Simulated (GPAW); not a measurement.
The system is ZnO (zincite).

```
Zn O
1.0
     3.24931    0.00000    0.00000
    -1.62465    2.81398    0.00000
     0.00000    0.00000    5.20571
Zn O
2 2
Direct
  0.66667 0.33333 0.00000
  0.33333 0.66667 0.50000
  0.33333 0.66667 0.87901
  0.66667 0.33333 0.37901
```

Base run:

* Program: GPAW 26.7.0
* Functional: TB-mBJ
* Potentials or basis: GPAW PAW data sets for LDA (gpaw-data 1.2.1)
* Cutoff: 800 eV
* Basis: pw
* k mesh: 6 × 6 × 3
* Occupations: fermi-dirac, width 0.05 eV
* Spin: no spin polarisation

Its results: band gap on the k mesh 2.54 eV, direct.

Q: The run is repeated on the same cell with these changes: functional from TB-mBJ to LDA; potentials or basis from GPAW PAW data sets for LDA (gpaw-data 1.2.1) to the program's PAW data sets (release 1.2.1) made for this functional. What comes out?

A: Band gap on the k mesh 0.73 eV, direct.

Caveats: a model potential gives levels but no total energy (some runs).
